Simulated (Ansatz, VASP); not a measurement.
**One calculation of P, two programs**

```
P
1.0
     2.44536    0.00000    0.00000
     0.00000    2.44536    0.00000
     0.00000    0.00000    2.44536
P
1
Direct
  0.00000 0.00000 0.00000
```

Alike in both runs: task relaxation of cell and atoms; functional PBE; k mesh 22 × 22 × 22; occupations gaussian, width 0.1 eV; no spin polarisation.

```csv
,VASP,Ansatz
version,VASP 6.6.1,Ansatz 0.2.0
potentials or method,"VASP PAW PBE potentials, release 64 (P)","scalar-relativistic, plane waves, PAW"
plane-wave cutoff (eV),600,420
valence electrons in the cell,5,5
```

```csv
,VASP,Ansatz,Ansatz less VASP
"gap on the k mesh at the Fermi level, each at its own relaxed structure (eV)",none,none,-
relaxed volume (Å³/atom),14.58,14.61,+0.037
relaxed cell length with the largest relative difference (Å),2.443,2.445,+0.0021
```

A gap of «none» marks a metal or a gap that the smearing closes.
